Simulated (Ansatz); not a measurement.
**MgO: energy and stress against strain**

This session takes MgO and sets out to strain the cell along the Voigt pattern (1, 0, 0, 0, 0, 0).

The COD cell was measured well above room temperature, so it is larger than a cold one.

Program: Ansatz 0.2.0. Level of theory: DFT PBE, scalar-relativistic, plane waves, PAW. These are calculated values, not measurements.

**1. The system as given**

Symmetry: Fm-3m, No. 225, cubic system. Conventional cell: a = 4.270 Å, b = 4.270 Å, c = 4.270 Å, α = 90.00°, β = 90.00°, γ = 90.00°. Mg (site symmetry m-3m) is surrounded by 6 O at 2.14 Å. O (site symmetry m-3m) is surrounded by 6 Mg at 2.14 Å.

Structure file:

```xyz
2
Lattice="0.0000 2.1351 2.1351 2.1351 0.0000 2.1351 2.1351 2.1351 0.0000" Properties=species:S:1:pos:R:3 pbc="T T T"
Mg    0.0000    0.0000    0.0000
O     2.1351    2.1351    2.1351
```

The cell is taken as given, not relaxed at this level.

**2. The reference cell**

The reference gives a free energy of -2494.1377 eV, pressure -1.69 GPa, largest force 0.000 eV/Å and gap on the mesh 4.35 eV. It was computed beforehand with the settings of the runs below.

**3. The scan: energy and stress against strain**

The cell is strained by ε times the Voigt pattern (1, 0, 0, 0, 0, 0) (xx, yy, zz, yz, xz, xy; engineering shear), with fractional coordinates fixed (clamped ions). The stress on the pattern is the sum of the stress components weighted by it, tension positive.

**4. Point ε = -0.1500**

File input.yaml:

```yaml
crystal:
  lattice:
    - [0.0, 2.13515, 2.13515]
    - [1.8148775, 0.0, 2.13515]
    - [1.8148775, 2.13515, 0.0]
  atoms:
    - { symbol: Mg, position: [0.0, 0.0, 0.0] }
    - { symbol: O, position: [0.5, 0.5, 0.5] }
basis:
  ecutwfc: 420
kpoints:
  mp_grid: { grid: [10, 10, 10] }
hamiltonian:
  xc: pbe
scf:
  occupations: { method: gaussian, width: 0.05 }
output:
  forces: true
  stress: true
  eigenvalues: true
  write_density: true
  write_potential: true
  elf: true
  volumetric_format: npy
```

Started as:

```
> ansatz run input.yaml --threads 1 --pin off --max-ram 2560MiB --backend cpu --events-out ev --progress --plain --runs-dir out
```

**5. Point ε = 0.1125**

input.yaml: that of step 4 with these lines changed.

```diff
@@ -3,4 +3,4 @@
     - [0.0, 2.13515, 2.13515]
-    - [1.8148775, 0.0, 2.13515]
-    - [1.8148775, 2.13515, 0.0]
+    - [2.375354375, 0.0, 2.13515]
+    - [2.375354375, 2.13515, 0.0]
   atoms:
@@ -20,5 +20 @@
   eigenvalues: true
-  write_density: true
-  write_potential: true
-  elf: true
-  volumetric_format: npy
```

**6. Point ε = -0.0750**

input.yaml: that of step 5 with these lines changed.

```diff
@@ -3,4 +3,4 @@
     - [0.0, 2.13515, 2.13515]
-    - [2.375354375, 0.0, 2.13515]
-    - [2.375354375, 2.13515, 0.0]
+    - [1.97501375, 0.0, 2.13515]
+    - [1.97501375, 2.13515, 0.0]
   atoms:
```

**7. ε = 0.0375**

input.yaml: that of step 6 with these lines changed.

```diff
@@ -3,4 +3,4 @@
     - [0.0, 2.13515, 2.13515]
-    - [1.97501375, 0.0, 2.13515]
-    - [1.97501375, 2.13515, 0.0]
+    - [2.215218125, 0.0, 2.13515]
+    - [2.215218125, 2.13515, 0.0]
   atoms:
@@ -20 +20,5 @@
   eigenvalues: true
+  write_density: true
+  write_potential: true
+  elf: true
+  volumetric_format: npy
```

**8. ε = 0.1500**

input.yaml: that of step 7 with these lines changed.

```diff
@@ -3,4 +3,4 @@
     - [0.0, 2.13515, 2.13515]
-    - [2.215218125, 0.0, 2.13515]
-    - [2.215218125, 2.13515, 0.0]
+    - [2.4554225, 0.0, 2.13515]
+    - [2.4554225, 2.13515, 0.0]
   atoms:
@@ -20,5 +20 @@
   eigenvalues: true
-  write_density: true
-  write_potential: true
-  elf: true
-  volumetric_format: npy
```

**9. At ε = -0.1125**

input.yaml: that of step 8 with these lines changed.

```diff
@@ -3,4 +3,4 @@
     - [0.0, 2.13515, 2.13515]
-    - [2.4554225, 0.0, 2.13515]
-    - [2.4554225, 2.13515, 0.0]
+    - [1.894945625, 0.0, 2.13515]
+    - [1.894945625, 2.13515, 0.0]
   atoms:
```

**10. At ε = 0.0750**

input.yaml: that of step 9 with these lines changed.

```diff
@@ -3,4 +3,4 @@
     - [0.0, 2.13515, 2.13515]
-    - [1.894945625, 0.0, 2.13515]
-    - [1.894945625, 2.13515, 0.0]
+    - [2.29528625, 0.0, 2.13515]
+    - [2.29528625, 2.13515, 0.0]
   atoms:
```

**11. At ε = -0.0375**

input.yaml: that of step 10 with these lines changed.

```diff
@@ -3,4 +3,4 @@
     - [0.0, 2.13515, 2.13515]
-    - [2.29528625, 0.0, 2.13515]
-    - [2.29528625, 2.13515, 0.0]
+    - [2.055081875, 0.0, 2.13515]
+    - [2.055081875, 2.13515, 0.0]
   atoms:
```

**12. ε = 0.1312**

input.yaml: that of step 11 with these lines changed.

```diff
@@ -3,4 +3,4 @@
     - [0.0, 2.13515, 2.13515]
-    - [2.055081875, 0.0, 2.13515]
-    - [2.055081875, 2.13515, 0.0]
+    - [2.41528168, 0.0, 2.13515]
+    - [2.41528168, 2.13515, 0.0]
   atoms:
```

(Steps that only read results are left out.)

What does the calculation give? Wanted: slope of the stress at ε = 0, over ±0.0375.

**Answer**, as computed:

| quantity | value |
| --- | --- |
| slope of the stress at ε = 0, over ±0.0375 | 260 GPa |

In words: The slope of the stress at zero strain, 260 GPa, estimates C11 with clamped ions in this Cartesian frame; letting the atoms relax could not make it stiffer. The step is wide, so higher orders mix in. The reference stands under -1.7 GPa, so this is no zero-stress constant. The undisturbed cell stays the lowest of the sampled points. Compression costs more than tension: 327.5 against 110.0 meV/atom at the ends. The gap on the mesh stays between 3.03 and 5.62 eV.
